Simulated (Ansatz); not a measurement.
# Ru: pressure against volume

Ru, P6_3/mmc, a = 2.690 Å, c = 4.252 Å. Ansatz: PBEsol, PAW, 420 eV, Γ-centred 18×18×10 mesh on 2 atoms, Gaussian smearing 0.10 eV; no spin polarisation. Shape and atoms are relaxed at each volume; pressure is positive in compression.

```
V (Å³/atom) P (GPa)
     12.519    24.88
     12.918    11.37
     13.318     0.01
     13.717        ?
     14.117   -17.54
```

Q: Take V0 = 13.318 Å³/atom, count pressures from its P0 = 0.01 GPa, fit the third-order Birch–Murnaghan form to the other rows, and predict the missing pressure.

A: With the Eulerian strain f = ½[(V0/V)^(2/3) − 1] and y = (P − P0)/[3f(1 + 2f)^(5/2)], the form is the line y = B0 + 1.5 B0 (B0′ − 4) f. Rows (f, y): 0.02105, 355.2; 0.01027, 350.4; -0.01905, 338.4. Means f = 0.004090, y = 348.00; Σ(Δf)² = 0.0008613, ΣΔfΔy = 0.3591; the slope is their ratio. y = 346.3 + 416.9 f GPa, so B0 = 346.3 GPa and B0′ = 4 + 2 × (416.9)/(3 × 346.3) = 4.80. At V = 13.717, f = -0.00974, y = 342.24 and P = -9.51 GPa. The run gave -9.53 GPa, so the fit is 0.02 GPa too high, a small miss on the scale of the series.